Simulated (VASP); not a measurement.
Write the native input for VASP 6.6.1 that does the following.

```yaml
Task: single point
Functional: PBE
Potentials_or_basis: VASP PAW PBE potentials, release 54 (Sb, Ni)
Cutoff: 520 eV
k_mesh: 8 × 8 × 5
Occupations: gaussian, width 0.02 eV
Spin: collinear spin, ferromagnetic start
Starting_moments: "[0.0, 0.0, 1.0, 1.0] μB"
Further_INCAR_settings: ALGO = Normal; EDIFF = 1e-06; NBANDS = 27
```

The structure of NiSb (Breithauptite) lies in POSCAR:

```
NiSb
3.928
    1.000000000000      0.000000000000      0.000000000000
   -0.500000000000      0.866025403793      0.000000000000
    0.000000000000      0.000000000000      1.303462321792
Sb Ni
2 2
Direct
    0.6666666667      0.3333333333      0.7500000000
    0.3333333333      0.6666666667      0.2500000000
    0.0000000000      0.0000000000      0.5000000000
    0.0000000000      0.0000000000      0.0000000000
```

One way to write it, as run:

INCAR

```
PREC = Accurate
ENCUT = 520
EDIFF = 1E-6
ISMEAR = 0
SIGMA = 0.02
LREAL = False
LASPH = True
NELM = 120
ALGO = Normal
ISIF = 2
LWAVE = False
LCHARG = False
ISPIN = 2
MAGMOM = 0 0 1 1
LORBIT = 11
LMAXMIX = 4
GGA = PE
NBANDS = 27
```

KPOINTS

```
regular mesh
0
Gamma
  8 8 5
```

Potentials or basis: VASP PAW PBE potentials, release 54 (Sb, Ni).

Command:

```sh
$ cat potpaw_PBE.54/Sb/POTCAR potpaw_PBE.54/Ni/POTCAR > POTCAR
$ mpirun -np 1 vasp_std > vasp.out
```

Results of the run:

| Quantity | Value |
| --- | --- |
| Pressure | 3.5 GPa |
| Band gap on the k mesh | none (metal or under the smearing width) |
| Net moment | 0.00 μB per cell |
| Valence electrons inside the program's atomic spheres | Sb 2.43; Ni 9.40 |

Run time: 2.1 min on 1 thread of AMD EPYC 7R43 64-Core Processor (Zen 3), on a shared host, peak memory 0.23 GiB.
